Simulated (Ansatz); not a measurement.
# Mo: energy and stress against strain

This session takes Mo and sets out to strain the cell along the Voigt pattern (1, 0, 0, 0, 0, 0).

The COD entry's cell or inner coordinates are ideal or old and differ from later refinements, so a difference from it is no clean test against experiment.

Program: Ansatz 0.2.0. Level of theory: DFT PBE, scalar-relativistic, plane waves, PAW. These are calculated values, not measurements.

## Step 1: Starting point

Symmetry: Im-3m, No. 229, cubic system. The conventional cell has a = 3.142 Å, b = 3.142 Å, c = 3.142 Å, α = 90.00°, β = 90.00°, γ = 90.00°. Around Mo (site symmetry m-3m) lie 8 Mo at 2.72 Å.

Structure file:

```
CELL_PARAMETERS angstrom
-1.57100 1.57100 1.57100
1.57100 -1.57100 1.57100
1.57100 1.57100 -1.57100
ATOMIC_POSITIONS crystal
Mo 0.00000 0.00000 0.00000
```

No relaxation comes first: the listed cell is the starting point.

## Step 2: Zero of energy

The reference gives a free energy of -4956.0201 eV, pressure 4.81 GPa, largest force 0.000 eV/Å and gap on the mesh none (metal). It was computed beforehand with the settings of the runs below.

## Step 3: The scan: energy and stress against strain

The cell is strained by ε times the Voigt pattern (1, 0, 0, 0, 0, 0) (xx, yy, zz, yz, xz, xy; engineering shear), with fractional coordinates fixed (clamped ions). The stress on the pattern is the sum of the stress components weighted by it, tension positive.

## Step 4: Point ε = -0.1000

Contents of input.yaml:

```yaml
crystal:
  lattice:
    - [-1.4139, 1.571, 1.571]
    - [1.4139, -1.571, 1.571]
    - [1.4139, 1.571, -1.571]
  atoms:
    - { symbol: Mo, position: [0.0, 0.0, 0.0] }
basis:
  ecutwfc: 420
kpoints:
  mp_grid: { grid: [22, 22, 22] }
hamiltonian:
  xc: pbe
scf:
  occupations: { method: gaussian, width: 0.15 }
output:
  forces: true
  stress: true
  eigenvalues: true
```

Run with:

```console
ansatz run input.yaml --threads 1 --pin off --max-ram 2560MiB --backend cpu --events-out ev --progress --plain --runs-dir out
```

## Step 5: Point ε = 0.0750

input.yaml, as its differences from that of step 4:

```diff
@@ -2,5 +2,5 @@
   lattice:
-    - [-1.4139, 1.571, 1.571]
-    - [1.4139, -1.571, 1.571]
-    - [1.4139, 1.571, -1.571]
+    - [-1.688825, 1.571, 1.571]
+    - [1.688825, -1.571, 1.571]
+    - [1.688825, 1.571, -1.571]
   atoms:
```

## Step 6: At ε = -0.0500

input.yaml, as its differences from that of step 5:

```diff
@@ -2,5 +2,5 @@
   lattice:
-    - [-1.688825, 1.571, 1.571]
-    - [1.688825, -1.571, 1.571]
-    - [1.688825, 1.571, -1.571]
+    - [-1.49245, 1.571, 1.571]
+    - [1.49245, -1.571, 1.571]
+    - [1.49245, 1.571, -1.571]
   atoms:
```

## Step 7: ε = 0.0250

input.yaml, as its differences from that of step 6:

```diff
@@ -2,5 +2,5 @@
   lattice:
-    - [-1.49245, 1.571, 1.571]
-    - [1.49245, -1.571, 1.571]
-    - [1.49245, 1.571, -1.571]
+    - [-1.610275, 1.571, 1.571]
+    - [1.610275, -1.571, 1.571]
+    - [1.610275, 1.571, -1.571]
   atoms:
```

## Step 8: ε = 0.1000

input.yaml, as its differences from that of step 7:

```diff
@@ -2,5 +2,5 @@
   lattice:
-    - [-1.610275, 1.571, 1.571]
-    - [1.610275, -1.571, 1.571]
-    - [1.610275, 1.571, -1.571]
+    - [-1.7281, 1.571, 1.571]
+    - [1.7281, -1.571, 1.571]
+    - [1.7281, 1.571, -1.571]
   atoms:
```

## Step 9: ε = -0.0750

input.yaml, as its differences from that of step 8:

```diff
@@ -2,5 +2,5 @@
   lattice:
-    - [-1.7281, 1.571, 1.571]
-    - [1.7281, -1.571, 1.571]
-    - [1.7281, 1.571, -1.571]
+    - [-1.453175, 1.571, 1.571]
+    - [1.453175, -1.571, 1.571]
+    - [1.453175, 1.571, -1.571]
   atoms:
@@ -19 +19,5 @@
   eigenvalues: true
+  write_density: true
+  write_potential: true
+  elf: true
+  volumetric_format: npy
```

## Step 10: At ε = 0.0500

input.yaml, as its differences from that of step 9:

```diff
@@ -2,5 +2,5 @@
   lattice:
-    - [-1.453175, 1.571, 1.571]
-    - [1.453175, -1.571, 1.571]
-    - [1.453175, 1.571, -1.571]
+    - [-1.64955, 1.571, 1.571]
+    - [1.64955, -1.571, 1.571]
+    - [1.64955, 1.571, -1.571]
   atoms:
```

## Step 11: At ε = -0.0250

Contents of input.yaml:

```yaml
crystal:
  lattice:
    - [-1.531725, 1.571, 1.571]
    - [1.531725, -1.571, 1.571]
    - [1.531725, 1.571, -1.571]
  atoms:
    - { symbol: Mo, position: [0.0, 0.0, 0.0] }
basis:
  ecutwfc: 420
kpoints:
  mp_grid: { grid: [22, 22, 22] }
hamiltonian:
  xc: pbe
scf:
  occupations: { method: gaussian, width: 0.15 }
output:
  forces: true
  stress: true
  eigenvalues: true
```

## Step 12: ε = 0.0875

input.yaml, as its differences from that of step 11:

```diff
@@ -2,5 +2,5 @@
   lattice:
-    - [-1.531725, 1.571, 1.571]
-    - [1.531725, -1.571, 1.571]
-    - [1.531725, 1.571, -1.571]
+    - [-1.7084625, 1.571, 1.571]
+    - [1.7084625, -1.571, 1.571]
+    - [1.7084625, 1.571, -1.571]
   atoms:
```

(Steps that only read results are left out.)

What does the calculation give? Wanted: slope of the stress at ε = 0, over ±0.0250.

**Answer**, as computed:

| quantity | value |
| --- | --- |
| slope of the stress at ε = 0, over ±0.0250 | 486 GPa |

**Reading.** From the stress slope, C11 is about 486 GPa with the ions clamped. The reference stands under 4.8 GPa, so this is no zero-stress constant. No sampled point lies below the undisturbed cell. Compression costs more than tension: 333.0 against 142.3 meV/atom at the ends.
